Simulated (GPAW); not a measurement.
**Quasiparticle gap of RbBr (Fm-3m) in GPAW**

Wanted: ground state, empty states, screening and self-energy for RbBr (Fm-3m).

Calculated with GPAW 26.7.0; PBE and many-body steps on it, plane waves.

The database entry behind the starting cell differs from later determinations by our own check (about 0.5 % short), so it need not match the best structure at ambient conditions.

## (1) The starting structure

The structure is cubic, space group Fm-3m (No. 225). Conventional cell: a = 6.854 Å, b = 6.854 Å, c = 6.854 Å, α = 90.00°, β = 90.00°, γ = 90.00°. Rb has 6 Br at 3.43 Å nearest. Br has 6 Rb at 3.43 Å nearest. Farther neighbours and most contacts between anions are not listed.

The cell and positions come from the Crystallography Open Database and are kept as given unless a step says otherwise.

## (2) Ground state

This step: GPAW 26.7.0; DFT, PBE, plane waves, PAW.

The ground-state density comes first.

File run.py:

```python
import json
import numpy as np
from gpaw.mpi import world
from ase import Atoms
from gpaw import GPAW, PW, FermiDirac

atoms = Atoms(['Rb', 'Br'],
    cell=[[0.0000000000, 3.4270000000, 3.4270000000],
      [3.4270000000, 0.0000000000, 3.4270000000],
      [3.4270000000, 3.4270000000, 0.0000000000]],
    scaled_positions=[[0.0000000000, 0.0000000000, 0.0000000000],
      [0.5000000000, 0.5000000000, 0.5000000000]],
    pbc=(True, True, True))
calc = GPAW(mode=PW(450),
    xc='PBE',
    kpts={'size': (6, 6, 6), 'gamma': True},
    occupations=FermiDirac(0.001),
    nbands=-7,
    convergence={'density': 1e-6, 'bands': -3},
    maxiter=100,
    txt='gs.txt')
atoms.calc = calc
res = {'energy': atoms.get_potential_energy()}
kpts = calc.get_ibz_k_points()
res['kpts'] = kpts
res['eigenvalues'] = [calc.get_eigenvalues(kpt=k) for k in range(len(kpts))]
res['n_electrons'] = calc.get_number_of_electrons()
calc.write('gs.gpw')

if world.rank == 0:
    with open('result.json', 'w') as f:
        json.dump(res, f, default=lambda x: x.tolist())
```

Run with:

```
$ mpirun -n 4 gpaw python run.py
```

Numbers of over 12 decimals in the logs are rounded to 6 here.

The log of the run:

```text
__  _  _
 | _ |_)|_||  |
 |__||  | ||/\| - 26.7.0

Input parameters:
  mode=PW(ecut=450.000000),
  convergence={'density': 1e-06, 'bands': -3},
  kpts=MonkhorstPack(size=(6, 6, 6), gamma=True),
  maxiter=100,
  nbands=-7,
  occupations=Occupations(name='fermi-dirac', width=0.001, fixmagmom=False),
  xc=XC(name='PBE')
  [... matrices ...]
Diagonalizing LCAO Hamiltonian
Converting LCAO to pw mode

                  Br

       Rb

Atoms  # Å, Bohr magnetons
|   | symbol |        x |        y |        z |    initial magnetic moments |
| 0 |     Rb | 0.000000 | 0.000000 | 0.000000 | ( 0.0000,  0.0000,  0.0000) |
| 1 |     Br | 3.427000 | 3.427000 | 3.427000 | ( 0.0000,  0.0000,  0.0000) |

Unit cell  # Å
| periodic |        x |        y |        z |  lengths |    angles |
|      yes | 0.000000 | 3.427000 | 3.427000 | 4.846510 | 60.000000 |
|      yes | 3.427000 | 0.000000 | 3.427000 | 4.846510 | 60.000000 |
|      yes | 3.427000 | 3.427000 | 0.000000 | 4.846510 | 60.000000 |

Number of symmetries: 48
Symmetry operations  # r_c * U_cc + t_c -> r_c
|    | kind |            matrix            |
|  0 |  σ   |  1, 0, 0,  1, 0,-1,  1,-1, 0 |
|  1 |  C2  |  1, 0, 0,  1,-1, 0,  1, 0,-1 |
|  2 |  E   |  1, 0, 0,  0, 1, 0,  0, 0, 1 |
|  3 |  σ   |  1, 0, 0,  0, 0, 1,  0, 1, 0 |
|  4 |  C4  |  1, 0,-1,  1, 0, 0,  1,-1, 0 |
|  5 |  S6  |  1, 0,-1,  1,-1, 0,  1, 0, 0 |
|  6 |  σ   |  1, 0,-1,  0, 1,-1,  0, 0,-1 |
|  7 |  C3  |  1, 0,-1,  0, 0,-1,  0, 1,-1 |
|  8 |  S6  |  1,-1, 0,  1, 0, 0,  1, 0,-1 |
|  9 |  C4  |  1,-1, 0,  1, 0,-1,  1, 0, 0 |
| 10 |  C3  |  1,-1, 0,  0,-1, 1,  0,-1, 0 |
| 11 |  σ   |  1,-1, 0,  0,-1, 0,  0,-1, 1 |
| 12 |  σ   |  0, 1, 0,  1, 0, 0,  0, 0, 1 |
| 13 |  C4  |  0, 1, 0,  0, 1,-1, -1, 1, 0 |
| 14 |  C3  |  0, 1, 0,  0, 0, 1,  1, 0, 0 |
| 15 |  S6  |  0, 1, 0, -1, 1, 0,  0, 1,-1 |
| 16 |  C2  |  0, 1,-1,  1, 0,-1,  0, 0,-1 |
| 17 |  σ   |  0, 1,-1,  0, 1, 0, -1, 1, 0 |
| 18 |  S4  |  0, 1,-1,  0, 0,-1,  1, 0,-1 |
| 19 |  C4  |  0, 1,-1, -1, 1, 0,  0, 1, 0 |
| 20 |  C3  |  0, 0, 1,  1, 0, 0,  0, 1, 0 |
| 21 |  σ   |  0, 0, 1,  0, 1, 0,  1, 0, 0 |
| 22 |  S6  |  0, 0, 1,  0,-1, 1, -1, 0, 1 |
| 23 |  C4  |  0, 0, 1, -1, 0, 1,  0,-1, 1 |
| 24 |  S4  |  0, 0,-1,  1, 0,-1,  0, 1,-1 |
| 25 |  C3  |  0, 0,-1,  0, 1,-1,  1, 0,-1 |
| 26 |  C2  |  0, 0,-1,  0,-1, 0, -1, 0, 0 |
| 27 |  S6  |  0, 0,-1, -1, 0, 0,  0,-1, 0 |
| 28 |  S4  |  0,-1, 1,  1,-1, 0,  0,-1, 0 |
| 29 |  C4  |  0,-1, 1,  0, 0, 1, -1, 0, 1 |
| 30 |  C2  |  0,-1, 1,  0,-1, 0,  1,-1, 0 |
| 31 |  σ   |  0,-1, 1, -1, 0, 1,  0, 0, 1 |
| 32 |  C3  |  0,-1, 0,  1,-1, 0,  0,-1, 1 |
| 33 |  S6  |  0,-1, 0,  0, 0,-1, -1, 0, 0 |
| 34 |  S4  |  0,-1, 0,  0,-1, 1,  1,-1, 0 |
| 35 |  C2  |  0,-1, 0, -1, 0, 0,  0, 0,-1 |
| 36 |  C2  | -1, 1, 0,  0, 1, 0,  0, 1,-1 |
| 37 |  S6  | -1, 1, 0,  0, 1,-1,  0, 1, 0 |
| 38 |  S4  | -1, 1, 0, -1, 0, 1, -1, 0, 0 |
| 39 |  C3  | -1, 1, 0, -1, 0, 0, -1, 0, 1 |
| 40 |  S6  | -1, 0, 1,  0, 0, 1,  0,-1, 1 |
| 41 |  C2  | -1, 0, 1,  0,-1, 1,  0, 0, 1 |
| 42 |  C3  | -1, 0, 1, -1, 1, 0, -1, 0, 0 |
| 43 |  S4  | -1, 0, 1, -1, 0, 0, -1, 1, 0 |
| 44 |  C2  | -1, 0, 0,  0, 0,-1,  0,-1, 0 |
| 45 |  i   | -1, 0, 0,  0,-1, 0,  0, 0,-1 |
| 46 |  σ   | -1, 0, 0, -1, 1, 0, -1, 0, 1 |
| 47 |  C2  | -1, 0, 0, -1, 0, 1, -1, 1, 0 |

BZ-sampling:
  Number of BZ points: 216
  Number of IBZ points: 16

  Monkhorst-Pack size: [6, 6, 6]
  Monkhorst-Pack shift: [0.083333, 0.083333, 0.083333]

K-points  # in reciprocal-cell coordinates
|     |                                coordinates |     weight |
|   0 | (  0.00000000,   0.00000000,   0.00000000) | 0.00462963 |
|   1 | (  0.16666667,   0.16666667,   0.00000000) | 0.02777778 |
|   2 | (  0.16666667,   0.16666667,   0.16666667) | 0.03703704 |
|   3 | (  0.33333333,   0.16666667,   0.16666667) | 0.05555556 |
|   4 | (  0.33333333,   0.33333333,  -0.33333333) | 0.05555556 |
|   5 | (  0.33333333,   0.33333333,   0.00000000) | 0.02777778 |
|   6 | (  0.33333333,   0.33333333,   0.16666667) | 0.11111111 |
|   7 | (  0.33333333,   0.33333333,   0.33333333) | 0.03703704 |
|   8 | (  0.50000000,   0.33333333,  -0.33333333) | 0.11111111 |
|   9 | (  0.50000000,   0.33333333,  -0.16666667) | 0.05555556 |
| ... |                                            |            |
|  15 | (  0.50000000,   0.50000000,   0.50000000) | 0.01851852 |

Plane wave coefficients: 1807
Cutoff: 450.000000 eV

Spin-components: 1 (collinear spins)
Bands:           15
Projectors:      10
Spin-degeneracy: 2
Datatype:        complex128

  Storage: CPU
  Wave functions: 6_938_880 bytes (1_734_720 per core)
  Projectors: 9_714_432 bytes (2_428_608 per core)
  [... matrices ...]
Parallelization:
  kpt:    4
  domain: 1
  band:   1

Density:
  Valence electrons: 16.0
  Components: 1
  Grid points: [24 24 24]
  Charge: 0.0  # |e|

Potential:
  Grid points: [24 24 24]

species:
  Rb:
    name:    Rubidium
    Z:       37.0
    valence: 9
    core:    28
    charge:  0.0  # [|e|]
    compensation charges:
      type: gauss
      rc: 0.38  # [Å]
      lmax: 2
    cutoffs:
      filter: 2.43  # [Å]
      core: 1.99  # [Å]
    projectors
    | kind |    occ | energy [eV] | rcut [Å] |
    |   4s |  2.000 |     -31.879 |    1.376 |
    |   5s |  1.000 |      -2.231 |    1.376 |
    |   4p |  6.000 |     -15.966 |    1.270 |
    |    p |        |      11.245 |    1.270 |
    |    d |        |       0.000 |    1.217 |

    Using partial waves for Rb as LCAO basis

  Br:
    name:    Bromine
    Z:       35.0
    valence: 7
    core:    28
    charge:  0.0  # [|e|]
    compensation charges:
      type: gauss
      rc: 0.35  # [Å]
      lmax: 2
    cutoffs:
      filter: 1.98  # [Å]
      core: 2.38  # [Å]
    projectors
    | kind |    occ | energy [eV] | rcut [Å] |
    |   4s |  2.000 |     -20.121 |    1.111 |
    |   4p |  5.000 |      -7.861 |    1.111 |
    |    s |        |       7.091 |    1.111 |
    |    p |        |      19.351 |    1.111 |
    |    d |        |       0.000 |    1.111 |

    Using partial waves for Br as LCAO basis

Reference energy: -152005.600152  # eV

eigensolver:
  PPCG
  Converge bands: -3
  niter=2

density mixing:
  MSR1-Mixer
  Pratt-step length: 0.05
  Maximum mixing coefficient: 0.75
  Old densities: 10
  SVD Regularization: 0.005
  Good broyden scale: 1.0
  Trust region scale: 1.0
  Backstep threshold: 4.0
  History deletion threshold: 6.0
  Fourier metric: weight=20.0, sigma=0.015

occupation numbers:
  Fermi-Dirac:
    width: 0.0010  # eV

poisson solver:
  ecut: 3600.000000  # eV

xc functional:
  name: PBE with 2 nearest neighbor stencil

Initialization done in: 1.762 s

convergence criteria:
- Maximum integral of absolute [dens]ity change: 1e-06 electrons / valence electron
- Maximum [total energy] change in last 3 cyles: 0.0005 eV / valence electron
- Maximum integral of absolute [eigenst]ate change: 4e-08 eV^2 / valence electron
maximum number of iterations: 100

SCF iterations
|iter     |     time |      energy | eigst |  dens |
|iter:   1|  |   -6.188147 | +1.57 |       |
|iter:   2|  |   -6.157100 | +0.25 | -1.28 |
|iter:   3|  |   -6.038754 | -0.32 | -1.32 |
|iter:   4|  |   -6.044340 | -1.31 | -1.75 |
|iter:   5|  |   -6.046753c| -1.87 | -2.14 |
|iter:   6|  |   -6.046831c| -3.18 | -3.04 |
|iter:   7|  |   -6.046844c| -4.04 | -3.48 |
|iter:   8|  |   -6.046844c| -4.74 | -4.25 |
|iter:   9|  |   -6.046844c| -5.21 | -5.09 |
|iter:  10|  |   -6.046844c| -5.97 | -5.72 |
|iter:  11|  |   -6.046844c| -6.54 | -6.66c|
|iter:  12|  |   -6.046844c| -7.21 | -7.24c|
|iter:  13|  |   -6.046844c| -7.95c| -8.24c|

Converged in 13 steps
SCF loop duration: 2.367 s (0.182 s/step)
Energy contributions relative to reference atoms: (reference = -152005.600152)
  [... matrices ...]
Energy contributions:
  Kinetic:          10.335600
  Coulomb:          -9.683161
  Zero:             -0.067811
  External:          0.000000
  Xc:               -6.631472
  Entropy:          -0.000000
  Spinorbit:         0.000000
  ----------------------------
  Free energy:      -6.046844
  Extrapolated:     -6.046844

dipole moment: (-26.243156, -26.243156, -26.243156)  # |e|*Ang

Fermi level: 1.657
Eigenvalues  # (at kpt = [0.000, 0.000, 0.000])
| band index |      eig [eV] | occ [0-2] |
|          0 |       -24.489 |     2.000 |
|          1 |       -12.251 |     2.000 |
|          2 |        -8.578 |     2.000 |
|          3 |        -8.578 |     2.000 |
|          4 |        -8.578 |     2.000 |
|          5 |        -0.082 |     2.000 |
|          6 |        -0.082 |     2.000 |
|          7 |        -0.082 |     2.000 |
|          8 |         4.286 |     0.000 |
|          9 |         7.203 |     0.000 |
|         10 |         7.203 |     0.000 |
|         11 |         7.203 |     0.000 |
|         12 |         8.092 |     0.000 |
|         13 |         8.092 |     0.000 |
|         14 |        10.921 |     0.000 |

Gap: 4.368 eV
Transition (v -> c):
  (s=0, k=0, n=7, [0.00, 0.00, 0.00]) -> (s=0, k=0, n=8, [0.00, 0.00, 0.00])
No difference between direct/indirect transitions
# Writing to gs.gpw (mode='')
  [... matrices ...]
```

Run time: 6 s. Hardware: 4 MPI ranks of Intel Xeon Platinum 8375C at 2.90GHz (Ice Lake), shared host; peak memory 0.66 GiB; 23 s of CPU time.

Numbers from this step:

* total energy: -6.047 eV
* gap: 4.368 eV
* k of the valence top: 0, 0, 0
* k of the conduction bottom: 0, 0, 0
* least direct gap: 4.368 eV

The gap is direct, at Γ.

## (3) Empty states on the mesh, 4×4×4 mesh, 379 bands

The sums over transitions need many empty states on a uniform mesh; this step solves for them.

File run.py:

```python
import json
import numpy as np
from gpaw.mpi import world
from gpaw import GPAW

calc = GPAW('gs.gpw').fixed_density(kpts={'size': (4, 4, 4), 'gamma': True},
    parallel={'domain': 1, 'band': 1},
    txt='nscf.txt')
calc.diagonalize_full_hamiltonian(nbands=379)
calc.write('full.gpw', mode='all')
res = {}
kpts = calc.get_ibz_k_points()
res['kpts'] = kpts
res['eigenvalues'] = [calc.get_eigenvalues(kpt=k) for k in range(len(kpts))]
res['n_electrons'] = calc.get_number_of_electrons()

if world.rank == 0:
    with open('result.json', 'w') as f:
        json.dump(res, f, default=lambda x: x.tolist())
```

Run with:

```
$ mpirun -n 4 gpaw python run.py
```

The log of the run:

```text
Diagonalizing LCAO Hamiltonian
Converting LCAO to pw mode
convergence criteria:
- Maximum integral of absolute [eigenst]ate change: 4e-08 eV^2 / valence electron
maximum number of iterations: 100

SCF iterations
|iter     |     time |      energy | eigst |  dens |
|iter:   1|  |             | +1.56 |       |
|iter:   2|  |             | +0.38 |       |
|iter:   3|  |             | -0.51 |       |
[...]
|iter:  14|  |             | -6.98 |       |
|iter:  15|  |             | -7.31 |       |
|iter:  16|  |             | -7.54c|       |
SCF steps: 16
  __  _  _
 | _ |_)|_||  |
 |__||  | ||/\| - 26.7.0

Input parameters:
  mode=PW(ecut=450.000000),
  convergence={'density': 1e-06, 'bands': -3},
  gpts=array([24, 24, 24]),
  kpts=MonkhorstPack(size=(4, 4, 4), gamma=True),
  maxiter=100,
  nbands=15,
  occupations=Occupations(name='fermi-dirac', width=0.001, fixmagmom=False),
  parallel={'domain': 1, 'band': 1},
  xc=XC(name='PBE')
Matrix size: 1807x1807
# Writing to full.gpw (mode='all')
  [... matrices ...]

timing:  # [seconds]
  Total: 8.733  # ━━━━━━━━━━━━━━━━━━━━━━━━━━━━━━━━━━━━━━━━━━━━━━━━━━━━━━━━━━━
```

Elapsed: 14 s, on 4 MPI ranks; peak memory 1.7 GiB; 54 s of CPU time.

Numbers from this step:

| Item | Value |
| --- | --- |
| gap | 4.368 eV |
| k of the valence top | 0, 0, 0 |
| k of the conduction bottom | 0, 0, 0 |
| least direct gap | 4.368 eV |
| k points computed | 8 |
| lowest point of the top converged band, above the valence top | 156.2231 eV |

On this mesh the gap is 4.368 eV.

## (4) Screening and self-energy, 4×4×4 mesh, 171 bands, screening to 96 eV

Now the one-shot GW correction: screening in the RPA, then the self-energy of the levels asked for.

This step: G0W0 on PBE, plane waves, PAW.

File run.py:

```python
import json
import numpy as np
from gpaw.mpi import world
from gpaw.response.g0w0 import G0W0

gw = G0W0('full.gpw',
    filename='gw',
    kpts=[0],
    bands=(6, 10),
    ecut=96,
    nbands=171,
    integrate_gamma='WS',
    ppa=True)
gw.calculate()
res = {mode: {k: v for k, v in r.items() if k != 'sigma_eskwn'}
       for mode, r in gw.all_results.items()}

if world.rank == 0:
    with open('result.json', 'w') as f:
        json.dump(res, f, default=lambda x: x.tolist())
```

Run with:

```
$ mpirun -n 4 gpaw python run.py
```

The log of the run:

```text
Using integrator: PointIntegrator
FrequencyGridDescriptor(from 0.000+0.000j to 0.000+27.211j eV, 2 points)
Nonperiodic BCs:  [False False False]
Using integrator: PointIntegrator
FrequencyGridDescriptor(from 0.000+0.000j to 0.000+27.211j eV, 2 points)
Nonperiodic BCs:  [False False False]
  ___  _ _ _
 |   || | | |
 | | || | | |
 |__ ||_____|
 |___|

BZ k-points: Symmetries present (total): 48

  [... matrices ...]
64 k-points: 4 x 4 x 4 Monkhorst-Pack grid + [1/8,1/8,1/8]
8 k-points in the irreducible part of the Brillouin zone
       k-points in crystal coordinates                weights
   0:     0.00000000    0.00000000    0.00000000          1/64
   1:     0.25000000    0.25000000    0.00000000          6/64
   2:     0.25000000    0.25000000    0.25000000          8/64
   3:     0.50000000    0.25000000   -0.25000000          6/64
   4:     0.50000000    0.25000000    0.25000000         12/64
   5:     0.50000000    0.50000000    0.00000000          3/64
   6:     0.50000000    0.50000000    0.25000000         24/64
   7:     0.50000000    0.50000000    0.50000000          4/64

Distributing spins, k-points and bands (1 x 1 x 4) over 4 processes
Number of blocks: 1

Quasi particle states:
k-points (IBZ indices): [0]
Band range: (6, 10)
  [... matrices ...]
Computational parameters:
Plane wave cut-off: 96 eV
Number of bands: 171
Coulomb cutoff: None
Broadening: 0.1 eV

fxc modes: GW
Kernel: RPA
Using Godby-Needs plasmon-pole approximation:
  Fitting energy: i*E0, E0 = 1.000 Hartree
Summing all q:

Calculating screened Coulomb potential
No Coulomb truncation
FrequencyGridDescriptor(from 0.000+0.000j to 0.000+27.211j eV, 2 points)
Removing empty qpoint cache files...

Calculating chi0 body with:
    Ground state adapter containing:
    Number of spins: 1
    Number of kpoints: 64
    Number of irreducible kpoints: 8
    Number of completely occupied states: 8
    Number of partially occupied states: 8
    Occupied states memory: 1.6875 M / cpu

    Linear response parametrization:
    q_c: [0.0, 0.0, 0.0]
    Number of frequency points: 2
    Planewave cutoff: 96.0
    Number of bands: 171
    Number of planewaves: 169
    Broadening (eta): 1e-06
    comm.size: 4
    kncomm.size: 4
    blockcomm.size: 1

    Memory estimate of potentially large arrays:
        chi0_wGG: 0.871613 M / cpu
Integrating chi0 body.

Symmetries of q_c:
    Direct symmetries (Uq -> q): 48
    Indirect symmetries (TUq -> q): 0
In total 48 allowed symmetries.

  [... matrices ...]
8 groups of equivalent kpoints. 87.5% reduction.

Integral kind: response function
Integrating chi0 head and wings.

Symmetries of q_c:
    Direct symmetries (Uq -> q): 48
    Indirect symmetries (TUq -> q): 0
In total 48 allowed symmetries.

  [... matrices ...]
8 groups of equivalent kpoints. 87.5% reduction.

Integral kind: response function wings

Calculating chi0 body with:
    Ground state adapter containing:
    Number of spins: 1
    Number of kpoints: 64
    Number of irreducible kpoints: 8
    Number of completely occupied states: 8
    Number of partially occupied states: 8
    Occupied states memory: 1.6875 M / cpu

    Linear response parametrization:
[... the further q-points ...]

Results:
f:      Occupation numbers
eps:     KS-eigenvalues [eV]
vxc:     KS vxc [eV]
exx:     Exact exchange [eV]
sigma:   Self-energies [eV]
dsigma:  Self-energy derivatives
Z:       Renormalization factors
qp:      QP-energies [eV]

k-point 0 (0): (0.000, 0.000, 0.000)                GW
band       f     eps     vxc     exx   sigma  dsigma       Z      qp
                                                                   GW
   6   1.000  -0.082 -15.451 -19.335   1.703  -0.217   0.822  -1.876
   7   1.000  -0.082 -15.451 -19.335   1.703  -0.217   0.822  -1.876
   8   0.000   4.286  -7.670  -4.190  -2.821  -0.142   0.876   4.863
   9   0.000   7.203  -7.950  -3.803  -2.940  -0.146   0.873   8.255
```

Wall time 39 s (4 MPI ranks); peak memory 1.2 GiB; 2.6 min of CPU time.

This step gave:

- G0W0 gap on the points computed: 6.739 eV
- least direct G0W0 gap on the computed points: 6.739 eV
- Z at the valence top: 0.8218
- Z at the conduction bottom: 0.8758
- starting gap on the mesh: 4.368 eV
- k of the valence top: 0, 0, 0
- k of the conduction bottom: 0, 0, 0

The gap on the mesh goes from 4.37 eV to 6.74 eV, a correction of +2.37 eV.

Limits: finite bands, cutoff and mesh; no spin-orbit coupling. v1 is the top filled band, c1 the lowest empty one. The levels before and after the correction (eV, zero at the valence-band top of each column):

|  | conduction bottom | valence top |
| --- | --- | --- |
| Kohn-Sham | 4.37 | 0.00 |
| G0W0 | 6.74 | 0.00 |

```
             level  energy (eV)
Kohn-Sham  Γ v2-v1        0.000
Kohn-Sham     Γ c1        4.368
Kohn-Sham     Γ c2        7.285
     G0W0  Γ v2-v1        0.000
     G0W0     Γ c1        6.739
     G0W0     Γ c2       10.131
```

## (5) Where the time went

Times are wall times on 4 MPI ranks of Intel Xeon Platinum 8375C at 2.90GHz (Ice Lake), shared host, good to a factor of about two.

| step | time | share | memory (GiB) |
| --- | --- | --- | --- |
| ground state | 6 s | 10 % | 0.66 |
| empty states on the mesh | 14 s | 23 % | 1.7 |
| screening and self-energy | 39 s | 67 % | 1.2 |

## (6) Outcome

- PBE gap: 4.37 eV, direct
- G0W0 gap on the mesh: 6.74 eV
- GW settings: 4×4×4 mesh, 171 bands, screening to 96 eV, Godby-Needs plasmon pole
- known limits: not at the basis limit; no spin-orbit coupling

G0W0 moves the gap on the mesh from 4.37 eV to 6.74 eV (+2.37 eV), with Z of 0.82 and 0.88 at the edges. Only 1 of the mesh's irreducible points was corrected, so a valley elsewhere could overtake. The dearest step here is «screening and self-energy». Bands and cutoff are finite, so the gap is not at the basis limit. The miss can reach some tenths of an eV and take either sign; the mesh is an error of its own. These stock PAW sets were not made for GW; the filled d or f shell of Br lies in the frozen core, which bears on start and correction. In the G0W0 run levels were corrected at 1 k point alone, so a gap called «on the mesh» is the least over those, and an edge elsewhere would be missed. The many-body steps are scalar-relativistic: spin-orbit coupling is not in them.

[Paths, hosts, dates, memory and timing lines, banners, echoed tables and standing remarks are left out of the program output.]

[Logs are printed without paths, hosts, clocks, repeated set-up lines and the standing remarks that a program may print on its own settings, such as how far it seeks lower states.]

[Runs of the session that timed out or met a known fault of the program may be left out.]

[Hosts, paths, dates, database ids (printed as entryN), source tags and the programs' standing remarks are cut or masked in the printed files.]
